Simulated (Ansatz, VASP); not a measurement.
Two plane-wave programs on MgS

```
CELL_PARAMETERS angstrom
0.00000 2.60280 2.60280
2.60280 0.00000 2.60280
2.60280 2.60280 0.00000
ATOMIC_POSITIONS crystal
Mg 0.00000 0.00000 0.00000
S 0.50000 0.50000 0.50000
```

Alike in both runs: functional r2SCAN; k mesh 6 × 6 × 6; occupations gaussian, width 0.02 eV; no spin polarisation.

Ansatz relaxed the structure, and its values are those at the end. VASP's run is a single point on that final structure, the one shown.

|  | VASP | Ansatz |
| --- | --- | --- |
| version | VASP 6.6.1 | Ansatz 0.2.0 |
| potentials or method | VASP PAW PBE potentials, release 64 (Mg, S) | scalar-relativistic, plane waves, PAW |
| plane-wave cutoff (eV) | 520 | 500 |
| valence electrons in the cell | 8 | 16 |

|  | VASP | Ansatz | Ansatz less VASP |
| --- | --- | --- | --- |
| gap on the k mesh at the Fermi level (eV) | 3.43 | 3.47 | +0.037 |
| least direct gap on the mesh (eV) | 4.60 | 4.64 | +0.036 |
| pressure (GPa) | -0.6 | 0.0 | +0.56 |

The functional is the same, so the differences come from potentials, cutoffs and numerics. The two sets of potentials don't hold the same shells in valence.

Caveats: the PAW data sets were made with another functional, which shifts forces and pressure a little (VASP). A k mesh can miss the band edges. r2SCAN opens gaps a little over a GGA but as a rule still falls short of measured ones.
